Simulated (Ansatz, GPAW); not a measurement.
## Pd: programs and potentials compared

```
Pd
1.0
     0.00000    1.94650    1.94650
     1.94650    0.00000    1.94650
     1.94650    1.94650    0.00000
Pd
1
Direct
  0.00000 0.00000 0.00000
```

Alike in all runs: task single point; functional PBE; k mesh 12 × 12 × 12; occupations gaussian, width 0.023 eV; no spin polarisation; no spin-orbit coupling. Pressure is positive in compression and, in plane waves, holds the error of the finite cutoff, which Ansatz's Pulay term estimates and takes out.

```csv
program and potentials,plane-wave cutoff (eV),notes,band gap (eV),pressure (GPa)
"Ansatz, Ansatz PAW",420,18 valence electrons an atom on average; Pulay term of +0.07 GPa included,no gap,6.89
"Ansatz, all-electron LAPW, scalar-relativistic",-,-,no gap,6.79
"GPAW, GPAW PAW data sets (gpaw-data 1.2.1)",600,16 valence electrons an atom on average,no gap,6.85
```

None finds a gap. The pressure spans 6.79 (Ansatz, all-electron LAPW, scalar-relativistic) to 6.89 GPa (Ansatz, Ansatz PAW), with all-electron results at 6.79.

Differences between rows come from potentials, basis sets and numerical settings, since the functional is the same but for its coding. Runs on potential files found faulty are left out.
